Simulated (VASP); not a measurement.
# BrTl in VASP: reference runs

Aim: a first look at BrTl with PBE, on the cell as given.

Everything below comes from runs of VASP 6.6.1. Logs are shortened: lines on timing, memory, paths and dates and some standing lists are left out, and cuts for length are marked.

## Step 1: The molecule as given

The cell holds a molecule in a box, 2 atoms: a = 9.000 Å, b = 9.000 Å, c = 12.000 Å, α = 90.00°, β = 90.00°, γ = 90.00°.

## Step 2: Single point, PBE

The input, INCAR:

```
PREC = Accurate
ENCUT = 520
EDIFF = 1E-7
ISMEAR = 0
SIGMA = 0.01
LREAL = F
LASPH = T
NELM = 100
ALGO = Normal
ISIF = 2
LWAVE = F
LCHARG = F
GGA = PE
NBANDS = 17
```

The input, KPOINTS:

```
regular mesh
0
Gamma
  1 1 1
```

The input, POSCAR:

```
TlBr
1.0
    9.0000000000      0.0000000000      0.0000000000
    0.0000000000      9.0000000000      0.0000000000
    0.0000000000      0.0000000000     12.0000000000
Br Tl
1 1
Direct
    0.5014444400      0.5023333300      0.3937420400
    0.5014444400      0.5023333300      0.6119246200
```

Potentials or basis: VASP PAW PBE potentials, release 64 (Br, Tl_d).

Launch:

```console
cat potpaw_PBE.64/Br/POTCAR potpaw_PBE.64/Tl_d/POTCAR > POTCAR
mpirun -np 1 vasp_gam > vasp.out
```

OUTCAR:

```text
PREC = Accurate
   ENCUT = 520
   EDIFF = 1E-7
   ISMEAR = 0
   LREAL = F
   LASPH = T
   NELM = 100
   ISIF = 2
   GGA = PE

 ion  position               nearest neighbor table
   1  0.501  0.502  0.394-   2 2.62
   2  0.501  0.502  0.612-   1 2.62

  LATTYP: Found a simple tetragonal cell.
 ALAT       =     9.0000000000
 C/A-ratio  =     1.3333333333

  Lattice vectors:

 A1 = (   9.0000000000,   0.0000000000,   0.0000000000)
 A2 = (   0.0000000000,   9.0000000000,   0.0000000000)
 A3 = (   0.0000000000,   0.0000000000,  12.0000000000)

Analysis of symmetry for initial positions (statically):
=====================================================================
 Subroutine PRICEL returns:
 Original cell was already a primitive cell.

 Routine SETGRP: Setting up the symmetry group for a
 simple tetragonal supercell.

 Subroutine GETGRP returns: Found  8 space group operations
 (whereof  1 operations were pure point group operations)
 out of a pool of 16 trial point group operations.

The static configuration has the point symmetry C_1 .
 The point group associated with its full space group is C_4v.

Analysis of symmetry for dynamics (positions and initial velocities):
=====================================================================
 Subroutine PRICEL returns:
 Original cell was already a primitive cell.

 Routine SETGRP: Setting up the symmetry group for a
 simple tetragonal supercell.

 Subroutine GETGRP returns: Found  8 space group operations
 (whereof  1 operations were pure point group operations)
 out of a pool of 16 trial point group operations.

The dynamic configuration has the point symmetry C_1 .
 The point group associated with its full space group is C_4v.

 Subroutine INISYM returns: Found  8 space group operations
 (whereof  1 operations are pure point group operations),
 and found     1 'primitive' translations

----------------------------------------------------------------------------------------

                                     Primitive cell

  volume of cell :     972.0000

  direct lattice vectors                    reciprocal lattice vectors
     9.000000000  0.000000000  0.000000000     0.111111111  0.000000000  0.000000000
     0.000000000  9.000000000  0.000000000     0.000000000  0.111111111  0.000000000
     0.000000000  0.000000000 12.000000000     0.000000000  0.000000000  0.083333333

  length of vectors
     9.000000000  9.000000000 12.000000000     0.111111111  0.111111111  0.083333333

  position of ions in fractional coordinates (direct lattice)
     0.501444440  0.502333330  0.393742040
     0.501444440  0.502333330  0.611924620

  ion indices of the primitive-cell ions
   primitive index   ion index
                 1           1
                 2           2

----------------------------------------------------------------------------------------

 KPOINTS: regular mesh

Automatic generation of k-mesh.
 Grid dimensions read from file:
 generate k-points for:    1    1    1

 Generating k-lattice:

  Cartesian coordinates                     Fractional coordinates (reciprocal lattice)
     0.111111111  0.000000000  0.000000000     1.000000000  0.000000000  0.000000000
     0.000000000  0.111111111  0.000000000     0.000000000  1.000000000  0.000000000
     0.000000000  0.000000000  0.083333333     0.000000000  0.000000000  1.000000000

  Length of vectors
     0.111111111  0.111111111  0.083333333

  Shift w.r.t. Gamma in fractional coordinates (k-lattice)
     0.000000000  0.000000000  0.000000000

 Subroutine IBZKPT returns following result:
 ===========================================

 Found      1 irreducible k-points:

 Following reciprocal coordinates:
            Coordinates               Weight
  0.000000  0.000000  0.000000      1.000000
   k-points           NKPTS =      1   k-points in BZ     NKDIM =      1   number of bands    NBANDS=     17
   number of dos      NEDOS =    301   number of ions     NIONS =      2
   total plane-waves  NPLWV = 441000
   dimension x,y,z NGX =    70 NGY =   70 NGZ =   90
   dimension x,y,z NGXF=   140 NGYF=  140 NGZF=  180
   ions per type =               1   1
   NGX,Y,Z   is equivalent  to a cutoff of  12.93, 12.93, 12.47 a.u.
   NGXF,Y,Z  is equivalent  to a cutoff of  25.86, 25.86, 24.94 a.u.
 SYSTEM =  unknown system
   PREC   = accura    normal or accurate (medium, high low for compatibility)
   ISTART =      0    job   : 0-new  1-cont  2-samecut
   ICHARG =      2    charge: 1-file 2-atom 10-const
   ISPIN  =      1    spin polarized calculation?
   LNONCOLLINEAR =      F non collinear calculations
   LSORBIT =      F    spin-orbit coupling
   LASPH  =      T    aspherical Exc in radial PAW
   ENCUT  =  520.0 eV  38.22 Ry    6.18 a.u.  16.73 16.73 22.31*2*pi/ulx,y,z
   NELM   =    100;   NELMIN=  2; NELMDL= -5     # of ELM steps
   EDIFF  = 0.1E-06   stopping-criterion for ELM
   LREAL  =      F    real-space projection
   EDIFFG = 0.1E-05   stopping-criterion for IOM
   NSW    =      0    number of steps for IOM
   IBRION =     -1    ionic relax: 0-MD 1-quasi-New 2-CG
   NFREE  =      0    steps in history (QN), initial steepest desc. (CG)
   ISIF   =      2    stress and relaxation
   ISYM   =      2    0-nonsym 1-usesym 2-fastsym
   POTIM  = 0.5000    time-step for ionic-motion
   TEBEG  =    0.0;   TEEND  =   0.0 temperature during run
   PSTRESS=    0.0 pullay stress
   NELECT =      20.0000    total number of electrons
   NUPDOWN=      -1.0000    fix difference up-down
   EMIN   =  10.00;   EMAX   =-10.00  energy-range for DOS
   EFERMI =   0.00;   METHOD = LEGACY
   ISMEAR =     0;   SIGMA  =   0.01  broadening in eV -4-tet -1-fermi 0-gaus
   EFERMI_NEDOS =   21; number of points for ismear=-14 and -15
   IALGO  =     38    algorithm
   IMIX   =      4    mixing-type and parameters
     AMIX     =   0.40;   BMIX     =  1.00
     AMIX_MAG =   1.60;   BMIX_MAG =  1.00
  volume/ion in A,a.u.               =     486.00      3279.69
  Fermi-wavevector in a.u.,A,eV,Ry     =   0.448604  0.847738  2.738107  0.201245
  Thomas-Fermi vector in A             =   1.428188
   LORBIT       =      0    0 simple, 1 ext, 2 COOP (PROOUT), +10 PAW based schemes
   GGA     = PE    functional components
   LHFCALC =     F    Hartree Fock is set to
   AEXX    =    0.0000 exact exchange contribution
   IVDW    =     0    specifies the selected vdW correction
   LEPSILON=     F    determine dielectric tensor
   LRPA    =     F    only Hartree local field effects (RPA)
 non-spin polarized calculation
 Gauss-broadening in eV      SIGMA  =   0.01
  energy-cutoff  :      520.00
  volume of cell :      972.00
 maximum number of plane-waves:     13093
 NGX is ok and might be reduce to    70
   NGX = 33   NGY = 33   NGZ = 45

 number of electron      20.0000001 magnetization

 Free energy of the ion-electron system (eV)
  ---------------------------------------------------
  ext. energy  EPLUGINS =         0.00000000
  ---------------------------------------------------
  free energy    TOTEN  =        -4.63175280 eV

  energy without entropy =       -4.63175280  energy(sigma->0) =       -4.63175280

 E-fermi :  -5.6682     XC(G=0):  -1.3598

 val. band max:       -5.7347933669   @ k =   0.0000   0.0000   0.0000
 cond. band min:      -1.9007861563   @ k =   0.0000   0.0000   0.0000
 fundamental gap:      3.8340072105
 Fermi energy:        -5.6682214907

 k-point     1 :       0.0000    0.0000    0.0000
  band No.  band energies     occupation
      1     -18.0958      2.00000
      2     -15.5776      2.00000
      3     -15.5776      2.00000
      4     -15.4153      2.00000
      5     -15.4153      2.00000
      6     -15.2803      2.00000
      7      -9.8194      2.00000
      8      -5.8204      2.00000
      9      -5.8204      2.00000
     10      -5.7348      2.00000
     11      -1.9008      0.00000
     12      -1.9008      0.00000
     13      -0.3833      0.00000
     14      -0.1639      0.00000
     15       0.9206      0.00000
     16       1.1886      0.00000
     17       1.4265      0.00000

------------------------ aborting loop because EDIFF is reached ----------------------------------------

  FORCE on cell =-STRESS in cart. coord.  units (eV):
  Direction    XX          YY          ZZ          XY          YZ          ZX
  --------------------------------------------------------------------------------------
  -------------------------------------------------------------------------------------
  Total        0.0353048      0.0353048      0.9515488      0.0000000      0.0000000      0.0000000
  in kB        0.0581941      0.0581941      1.5684669      0.0000000      0.0000000      0.0000000
  external PRESSURE =       0.5616183 kB  Pullay stress =       0.0000000 kB

 VOLUME and BASIS-vectors are now :
 -----------------------------------------------------------------------------
  energy-cutoff  :      520.00
  volume of cell :      972.00
      direct lattice vectors                 reciprocal lattice vectors
     9.000000000  0.000000000  0.000000000     0.111111111  0.000000000  0.000000000
     0.000000000  9.000000000  0.000000000     0.000000000  0.111111111  0.000000000
     0.000000000  0.000000000 12.000000000     0.000000000  0.000000000  0.083333333

 POSITION                                       TOTAL-FORCE (eV/Angst)
 -----------------------------------------------------------------------------------
      4.51300      4.52100      4.72490         0.000000     -0.000000     -0.404047
      4.51300      4.52100      7.34310         0.000000      0.000000      0.404047
 -----------------------------------------------------------------------------------
    total drift:                                0.000017      0.000015     -0.000670

  FREE ENERGIE OF THE ION-ELECTRON SYSTEM (eV)
  ---------------------------------------------------
  free  energy   TOTEN  =        -4.6317528007 eV

  energy  without entropy=       -4.6317528007  energy(sigma->0) =       -4.63175280
```

Wall time 43 s (1 thread of AMD EPYC 9R45 (Zen 5), shared host); peak memory 0.72 GiB.

Results:

| Item | Value |
| --- | --- |
| Free energy | -4.6318 eV |
| Largest force | 0.404 eV/Å |
| Gap between the frontier levels | 3.83 eV |

Forces on the atoms (eV/Å):
```
Br   0.000  0.000 -0.404
Tl   0.000  0.000  0.404
```

Caveat: spin-orbit coupling is left out, which as a rule narrows the gap of such compounds by several tenths of an eV. Expect the measured gap to be larger: semilocal functionals such as PBE lack the derivative discontinuity.
